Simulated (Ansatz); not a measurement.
Ge: energy along a strain

Ge, Fd-3m, a = 5.761 Å. Ansatz: PBE, PAW, 420 eV, Γ-centred 18×18×18 mesh on 2 atoms, Gaussian smearing 0.15 eV; no spin polarisation. Cell vectors (Å): 0.000 2.881 2.881; 2.881 0.000 2.881; 2.881 2.881 0.000. The cell is strained by x per cent times the pattern (0 1 0 0 0 0) in the order xx yy zz yz xz xy (engineering shears), with fractional coordinates held. y is the free energy over the start, V0 = 23.901 Å³/atom.

| x (%) | y (meV/atom) |
| --- | --- |
| -2.00 | ? |
| -1.50 | 1.80 |
| -1.00 | 0.80 |
| -0.50 | 0.21 |
| 0.00 | 0.00 |
| 0.50 | 0.18 |
| 1.00 | 0.75 |
| 1.50 | 1.68 |
| 1.75 | 2.29 |
| 2.00 | 2.98 |

Task: Fit y = c1 x + c2 x² + c3 x³ to the other rows, get the stiffness along the pattern, and predict the missing energy.

Result: Least squares on the rows shown. y = −0.01799 x + 0.7738 x² − 0.009609 x³. The clamped-ion stiffness p·C·p = 2 × 7.738 eV × 160.2 / 23.901 Å³ = 104 GPa, which is C22 in these axes (C11 of the cubic crystal); c1 is there for the stress left in the start, which by itself gives a slope of -0.02 meV/atom per %. At x = -2.00 the fit asked for gives 3.21 meV/atom. The run gave 3.20 meV/atom, so the fit is 0.01 meV/atom too high, a small miss on the scale of the series.